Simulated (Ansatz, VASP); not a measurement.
## One calculation of Rh, two programs

```
Rh
1.0
     0.00000    1.91499    1.91499
     1.91499    0.00000    1.91499
     1.91499    1.91499    0.00000
Rh
1
Direct
  0.00000 0.00000 0.00000
```

Alike in both runs: task single point; functional PBE; k mesh 17 × 17 × 17; occupations fermi-dirac, width 0.05 eV; no spin polarisation.

|  | VASP | Ansatz |
| --- | --- | --- |
| version | VASP 6.6.1 | Ansatz 0.2.0 |
| potentials or method | VASP PAW PBE potentials, release 64 (Rh_pv), cutoff 520 eV | all-electron LAPW, scalar-relativistic |

```tsv
	VASP	Ansatz	Ansatz less VASP
pressure (GPa)	0.0	0.0	-0.07
```

Ansatz ran all-electron here, so the differences hold the error of VASP's frozen core and of both bases.
